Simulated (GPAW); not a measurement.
The system is Zn.

```
Zn
1.0
     2.67000    0.00000    0.00000
    -1.33500    2.31229    0.00000
     0.00000    0.00000    4.96600
Zn
2
Direct
  0.66667 0.33333 0.75000
  0.33333 0.66667 0.25000
```

- Program: GPAW 26.7.0
- Task: relaxation of cell and atoms
- Functional: PBEsol
- Potentials or basis: PAW data sets generated in the run's folder for this functional
- Cutoff: 600 eV
- Basis: pw
- k mesh: 10 × 10 × 5
- Occupations: fermi-dirac, width 0.05 eV
- Spin: no spin polarisation

At the start: pressure -6.0 GPa; volume 15.33 Å³/atom.

Problem. How do energy, volume and symmetry change on relaxing?

Solution. Over 6 steps the energy falls by 22.8 meV/atom and the volume is 14.18 Å³/atom (-7.5 %); space group P6_3/mmc (No. 194, to 0.05 Å).

Step by step:
```
step  energy change (eV)  largest force (eV/Å)  pressure (GPa)  volume (Å³)
   1              0.0000                0.0000           -5.96        30.66
   2             -0.0132                0.0000           -5.16        30.29
   3             -0.0441                0.0000            0.73        28.22
   4             -0.0450                0.0000           -0.17        28.48
   5             -0.0451                0.0000           -0.15        28.46
   6             -0.0456                0.0000            0.02        28.35
```

Final structure:
```
Zn
1.0
     2.60295    0.00000    0.00000
    -1.30147    2.25422    0.00000
     0.00000    0.00000    4.83162
Zn
2
Direct
  0.66667 0.33333 0.75000
  0.33333 0.66667 0.25000
```

Caveat: later steps reuse the first step's grids.
